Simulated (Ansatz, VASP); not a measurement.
# Two plane-wave programs on Cd

Contents of INCAR:

```
ALGO = Normal
EDIFF = 1E-7
ENCUT = 520
ISIF = 2
ISMEAR = -1
LASPH = T
LCHARG = F
LREAL = F
LWAVE = F
NBANDS = 12
NELM = 60
PREC = Accurate
SIGMA = 0.1
```

File KPOINTS:

```
k-points
0
Gamma
  14 14 14
```

Contents of POSCAR:

```
Cd
1.0
    0.0000000000      2.1237897273      2.1237897273
    2.1237897273      0.0000000000      2.1237897273
    2.1237897273      2.1237897273      0.0000000000
Cd
1
Direct
    0.0000000000      0.0000000000      0.0000000000
```

Input for Ansatz:

```yaml
crystal:
  lattice:
    - [0.0, 2.1237897273, 2.1237897273]
    - [2.1237897273, 0.0, 2.1237897273]
    - [2.1237897273, 2.1237897273, 0.0]
  atoms:
    - { symbol: Cd, position: [0.0, 0.0, 0.0] }
hamiltonian:
  xc: lda
  pseudopotentials:
    kind: paw
    azcp:
      Cd: "pseudopotentials/Cd.paw.azcp"
basis:
  ecutwfc: 420
  fft_grid_basis: typed
kpoints:
  mp_grid: { grid: [14, 14, 14], shift: [0, 0, 0] }
magnetization:
  spin_polarized: false
scf:
  occupations: { method: fermi_dirac, width: 0.1 }
  lower_state_search: "off"
output:
  stress: true
  write_density: true
  write_potential: true
  elf: true
  volumetric_format: npy
```

Alike in both runs: task single point; functional LDA; k mesh 14 × 14 × 14; occupations fermi-dirac, width 0.1 eV; no spin polarisation.

```csv
,VASP,Ansatz
version,VASP 6.6.1,Ansatz 0.2.0
potentials or method,"VASP PAW LDA potentials, release 64 (Cd)","plane waves (420 eV) with PAW, scalar-relativistic"
plane-wave cutoff (eV),520,420
valence electrons in the cell,12,20
```

```csv
,VASP,Ansatz,Ansatz less VASP
pressure (GPa),4.0,3.2,-0.77
```

The two sets of potentials don't hold the same shells in valence. Ansatz warned: «pseudo_functional_mismatch».
